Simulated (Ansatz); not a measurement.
**Barrier of one jump, H in SiS₂**

Theory: DFT PBE, scalar-relativistic, plane waves, PAW (Ansatz). (420 eV cutoff, 2×2×2 k-mesh, shifted by half a step, Gaussian smearing of 0.02 eV, no spin polarisation)

Host crystal, relaxed:

```xyz
6
Lattice="-3.1847 5.5438 2.7963 3.1847 -5.5438 2.7963 3.1847 5.5438 -2.7963" Properties=species:S:1:pos:R:3 pbc="T T T"
Si    0.0000    0.0000    4.1945
Si    0.0000    0.0000    1.3982
S     2.0290    4.3910    2.7963
S     1.1557    1.1528    0.0000
S     2.0290    6.6966    0.0000
S     1.1557   -1.1528    2.7963
```

In a supercell of 24 host sites with charge -1, interstitial H hops to an equivalent place, moving 2.01 Å between the relaxed ends. Climbing-image nudged elastic band at fixed cell with images 0 (start) to 6 (end), the path measured over all atoms, converged to 0.05 eV/Å; the order of the saddle wasn't checked, and the small cell leaves errors of about a tenth of an eV. Zero-point motion and tunnelling, which matter for H, are left out. At the top the atom squeezes straight between two others, where symmetry can hold a band on a ridge, so a bent path, such as one by way of a neighbouring hole, may have a much lower barrier.

Supercell rows in host cell vectors: 1 0 -1; 1 2 1; 1 0 1. H was set at (0.107, 0.607, 0.750) of the host cell.

At the relaxed start H has 1 Si at 1.48 Å, 2 S at 2.75 Å, 1 S at 2.98 Å, 1 S at 2.99 Å.

(1) What barrier does the band give, and what surrounds the atom at the top?

## Answers

(1) 1.55 eV at image 3, where H has 2 Si at 1.94 Å, 4 S at 2.80 Å.

Cost: 1 run of about 15 core-minutes, on Intel Xeon Platinum 8488C (Sapphire Rapids) (shared hosts).